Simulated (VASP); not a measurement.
**A VASP 6.6.1 single-point calculation on BaHfO3**

INCAR

```
PREC = Accurate
IBRION = -1
NBANDS = 27
ISMEAR = -1
LREAL = .FALSE.
ENCUT = 520
LASPH = .TRUE.
NSW = 0
LWAVE = .FALSE.
NELM = 77
GGA = PE
EDIFF = 1E-7
ISIF = 2
SIGMA = 0.02
LCHARG = .FALSE.
```

KPOINTS

```
KPOINTS created by Atomic Simulation Environment
0
Monkhorst-Pack
6 6 6
0 0 0
```

POSCAR

```
Ba Hf O
 1.0000000000000000
     4.0935175953999998    0.0000000000000000    0.0000000000000000
     0.0000000000000000    4.0935175953999998    0.0000000000000000
     0.0000000000000000    0.0000000000000000    4.0935175953999998
 Ba  Hf  O
   1   1   3
Cartesian
  0.0000000000000000  0.0000000000000000  0.0000000000000000
  2.0467587976999995  2.0467587976999995  2.0467587976999995
  2.0467587976999995  2.0467587976999995  0.0000000000000000
  2.0467587976999995  0.0000000000000000  2.0467587976999995
  0.0000000000000000  2.0467587976999995  2.0467587976999995
```

The recommended PBE PAW datasets give the neutral cell 38 valence electrons.

Command

```
mpirun -np 1 vasp_std
```

OSZICAR

```
N       E                     dE             d eps       ncg     rms          rms(c)
DAV:   1     0.217588039894E+03    0.21759E+03   -0.21087E+04   540   0.138E+03
DAV:   2    -0.383758724093E+02   -0.25596E+03   -0.25014E+03   665   0.322E+02
DAV:   3    -0.500431498245E+02   -0.11667E+02   -0.11613E+02   693   0.642E+01
DAV:   4    -0.502319227818E+02   -0.18877E+00   -0.18861E+00   733   0.764E+00
DAV:   5    -0.502351568219E+02   -0.32340E-02   -0.32337E-02   682   0.784E-01    0.670E+01
DAV:   6    -0.434445408758E+02    0.67906E+01   -0.31870E+01   599   0.333E+01    0.562E+01
DAV:   7    -0.433380691754E+02    0.10647E+00   -0.17575E+00   679   0.833E+00    0.338E+01
DAV:   8    -0.433287308759E+02    0.93383E-02   -0.20083E-01   613   0.364E+00    0.667E+00
DAV:   9    -0.433158520783E+02    0.12879E-01   -0.50754E-02   627   0.148E+00    0.232E+00
DAV:  10    -0.433158017367E+02    0.50342E-04   -0.63313E-03   648   0.529E-01    0.640E-01
DAV:  11    -0.433156942591E+02    0.10748E-03   -0.57433E-04   688   0.150E-01    0.951E-02
DAV:  12    -0.433157217881E+02   -0.27529E-04   -0.55092E-05   715   0.478E-02    0.114E-01
DAV:  13    -0.433157263058E+02   -0.45177E-05   -0.63145E-06   733   0.163E-02    0.129E-02
DAV:  14    -0.433157259687E+02    0.33708E-06   -0.52839E-07   658   0.463E-03    0.977E-03
DAV:  15    -0.433157257284E+02    0.24026E-06   -0.21146E-07   629   0.307E-03    0.183E-03
DAV:  16    -0.433157257606E+02   -0.32165E-07   -0.14339E-08   321   0.788E-04
   1 F= -.43315726E+02 E0= -.43315726E+02  d E =-.187793E-12
```

Standard output (part)

```
POSCAR found type information on POSCAR BaHfO
 POSCAR found :  3 types and       5 ions
 LDA part: xc-table for (Slater+PW92), standard interpolation
 POSCAR, INCAR and KPOINTS ok, starting setup
 WAVECAR not read
 entering main loop
```

From OUTCAR

```
k-points           NKPTS =     10   k-points in BZ     NKDIM =     10   number of bands    NBANDS=     27

   NELECT =      38.0000    total number of electrons

   dimension x,y,z NGX =    30 NGY =   30 NGZ =   30
   dimension x,y,z NGXF=    60 NGYF=   60 NGZF=   60

  energy-cutoff  :      520.00
  volume of cell :       68.59
      direct lattice vectors                 reciprocal lattice vectors
     4.093517595  0.000000000  0.000000000     0.244288678  0.000000000  0.000000000
     0.000000000  4.093517595  0.000000000     0.000000000  0.244288678  0.000000000
     0.000000000  0.000000000  4.093517595     0.000000000  0.000000000  0.244288678

 k-points in reciprocal lattice and weights: KPOINTS created by Atomic Simulation Env
   0.08333333  0.08333333  0.08333333       0.037
   0.25000000  0.08333333  0.08333333       0.111
   0.41666667  0.08333333  0.08333333       0.111
   0.25000000  0.25000000  0.08333333       0.111
   0.41666667  0.25000000  0.08333333       0.222
   0.41666667  0.41666667  0.08333333       0.111
   0.25000000  0.25000000  0.25000000       0.037
   0.41666667  0.25000000  0.25000000       0.111
   ...

 E-fermi :   3.2508

 k-point     1 :       0.0833    0.0833    0.0833
  band No.  band energies     occupation
      1     -25.6792      2.00000
      2     -25.6769      2.00000
      3     -25.6769      2.00000
      4     -22.2668      2.00000
      5     -13.9736      2.00000
      6     -13.4390      2.00000
      7     -13.4389      2.00000
      8      -7.4484      2.00000
      9      -7.4484      2.00000
     10      -7.3530      2.00000
     11       0.8855      2.00000
     12       1.1416      2.00000
     13       1.1416      2.00000
     14       1.4202      2.00000
     15       1.4202      2.00000
     16       1.8049      2.00000
     17       2.2381      2.00000
     18       2.4655      2.00000
     19       2.4655      2.00000
     20       6.8609      0.00000
     21       6.8609      0.00000
     22       6.8680      0.00000
     23       7.9696      0.00000
     24       7.9696      0.00000
     25       9.6693      0.00000
     26      11.8048      0.00000
     27      12.0888      0.00000

 k-point     2 :       0.2500    0.0833    0.0833
  band No.  band energies     occupation
      1     -25.7570      2.00000
      2     -25.6753      2.00000
      3     -25.6743      2.00000
      4     -22.2248      2.00000
      5     -13.9843      2.00000
      6     -13.4234      2.00000
      7     -13.1168      2.00000
      8      -7.4267      2.00000
      9      -7.4255      2.00000
     10      -7.2425      2.00000
     11       0.0325      2.00000
     12       0.7115      2.00000
     13       0.9059      2.00000
     14       0.9881      2.00000
     15       0.9918      2.00000
     16       1.6569      2.00000
     17       1.6905      2.00000
     18       2.2545      2.00000
     19       2.2961      2.00000
     20       7.1001      0.00000
     21       7.8296      0.00000
     22       7.9627      0.00000
     23       8.8659      0.00000
     24       8.8901      0.00000
     25      10.5234      0.00000
     26      11.3752      0.00000
     27      12.1155      0.00000

 ...

  Total        6.3021802      6.3021802      6.3021802      0.0000000      0.0000000     -0.0000000
  in kB      147.2012226    147.2012226    147.2012226      0.0000000      0.0000000     -0.0000000
  external PRESSURE =     147.2012226 kB  Pullay stress =       0.0000000 kB

 POSITION                                       TOTAL-FORCE (eV/Angst)
 -----------------------------------------------------------------------------------
      0.00000      0.00000      0.00000         0.000000      0.000000      0.000000
      2.04676      2.04676      2.04676         0.000000      0.000000      0.000000
      2.04676      2.04676      0.00000         0.000000      0.000000      0.000000
      2.04676      0.00000      2.04676         0.000000      0.000000      0.000000
      0.00000      2.04676      2.04676         0.000000      0.000000      0.000000
 -----------------------------------------------------------------------------------
    total drift:                                0.000000      0.000000     -0.000000

  FREE ENERGIE OF THE ION-ELECTRON SYSTEM (eV)
  ---------------------------------------------------
  free  energy   TOTEN  =       -43.3157257606 eV

  energy  without entropy=      -43.3157257606  energy(sigma->0) =      -43.31572576
```

It converged. Results: gap between bands v and c on the k mesh 4.14 eV; least direct gap on the k mesh 4.40 eV; pressure 14.7 GPa. Band v is the last that the valence electrons fill when counted band by band, and c is the next.

The shifted mesh misses Γ, so a band edge there is missed.

For comparison, a separate PBE run of the intended cell, on usual settings and not on those above, gives a gap of 3.69 eV on its mesh and a pressure of 14.7 GPa.

The run above took about 17 s on one core of a shared host (Intel Xeon Platinum 8488C) and held 0.18 GiB at most.
